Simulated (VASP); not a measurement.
A run of VASP 6.6.1:

File INCAR:

```
SYSTEM = Rb3Br4
PREC = Accurate
ENCUT = 520
EDIFF = 1E-7
ISMEAR = -1
SIGMA = 0.05
LREAL = .FALSE.
LASPH = .TRUE.
NELM = 100
ALGO = Normal
ISIF = 2
LWAVE = .FALSE.
LCHARG = .FALSE.
LDIPOL = .TRUE.
IDIPOL = 3
DIPOL = 0.5 0.5 0.500
GGA = RP
IBRION = 2
NSW = 60
EDIFFG = -0.01
```

KPOINTS

```
regular mesh
0
G
  5 5 1
  0 0 0
```

File POSCAR:

```
Rb3Br4
1.0
    4.8472169850      0.0000000000      0.0000000000
   -2.4236084925      4.1978130467      0.0000000000
    0.0000000000      0.0000000000     26.8732082859
Br Rb
4 3
Selective dynamics
Direct
    0.3333333333      0.6666666667      0.2790883738  F F F
    0.0000000000      0.0000000000      0.4263627913  F F F
    0.6666666667      0.3333333333      0.5736372087  T T T
    0.3333333333      0.6666666667      0.7209116262  T T T
    0.6666666667      0.3333333333      0.3527255826  F F F
    0.3333333333      0.6666666667      0.5000000000  T T T
    0.0000000000      0.0000000000      0.6472744174  T T T
```

Potentials or basis: VASP PAW PBE potentials, release 64 (Br, Rb_sv).

Run with:

```console
$ cat potpaw_PBE.64/Br/POTCAR potpaw_PBE.64/Rb_sv/POTCAR > POTCAR
$ mpirun -np 1 vasp_std > vasp.out
```

Hardware: 1 thread of Intel(R) Xeon(R) Platinum 8488C (Sapphire Rapids) (shared host).

Problem. How long does it take, and how much memory?

Solution. Wall time 33 min on 1 thread of Intel(R) Xeon(R) Platinum 8488C (Sapphire Rapids), on a shared host, peak memory 0.62 GiB. Counts: scf iterations 344, k points 5, ion steps 18.
